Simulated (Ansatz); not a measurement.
`BOC(C)=O` + `CN[SiH2]Cl` → `BN(C)[SiH2]Cl` + `CC(=O)O` at 500 K and 1 bar (ligand exchange at a B–O bond).

Isolated molecules relaxed with PBE0-D4/def2-TZVP in Ansatz; ΔE leaves out vibrations. CBS: MP2 limit from def2 TZ/QZ plus the TZ coupled-cluster correction, frozen cores. One conformer a species, not always the lowest.

```json
{"species": "`BOC(C)=O`", "CCSD(T)/CBS energy (Eh)": "-254.28820", "H − E (kJ/mol)": "231.9", "S (J/(mol·K))": "373.6"}
{"species": "`CN[SiH2]Cl`", "CCSD(T)/CBS energy (Eh)": "-845.29269", "H − E (kJ/mol)": "234.9", "S (J/(mol·K))": "387.1"}
{"species": "`BN(C)[SiH2]Cl`", "CCSD(T)/CBS energy (Eh)": "-870.71740", "H − E (kJ/mol)": "274.4", "S (J/(mol·K))": "422.7"}
{"species": "`CC(=O)O`", "CCSD(T)/CBS energy (Eh)": "-228.87529", "H − E (kJ/mol)": "193.9", "S (J/(mol·K))": "329.7"}
```

H − E and S are ideal-gas, rigid-rotor, harmonic terms from PBE0-D4/def2-TZVP, for one conformer and one mirror image of each species. 1 Eh = 2625.50 kJ/mol, R = 8.31446 J/(mol·K).

Task: By hand: ΔE, ΔH, ΔS and ΔG.

Result: ΔE = (-870.71740) + (-228.87529) − (-254.28820) − (-845.29269) = -0.01180 Eh = -31.0 kJ/mol. Δ(H − E) = 274.4 + 193.9 − 231.9 − 234.9 = 1.5, so ΔH = -29.5 kJ/mol. ΔS = 422.7 + 329.7 − 373.6 − 387.1 = -8.3 J/(mol·K). ΔG = -29.5 − 500 × (-8.3)/1000 = -25.4 kJ/mol.

Task: By hand: the equilibrium constant, and the temperature at which ΔG would vanish if ΔH and ΔS stayed fixed.

Result: log₁₀ K = −ΔG/(RT ln 10) = 2.7. ΔG = 0 at ΔH/ΔS = 3554 K, far beyond where these terms or the molecules hold.

The number of gas molecules stays the same, so ΔS is small and ΔH decides. A doubt of 5 kJ/mol in ΔE shifts log₁₀ K by 0.5 here. Other conformers and mirror images would add mixing entropy, several J/(mol·K) or more a flexible species. Modes under 60 cm⁻¹, often nearly free rotors, make the harmonic entropy too high. These are equilibria of isolated gas molecules and say nothing of rates. Largest T1 diagnostic: 0.015 (customary marks: 0.02 for closed shells, 0.045 for open ones).
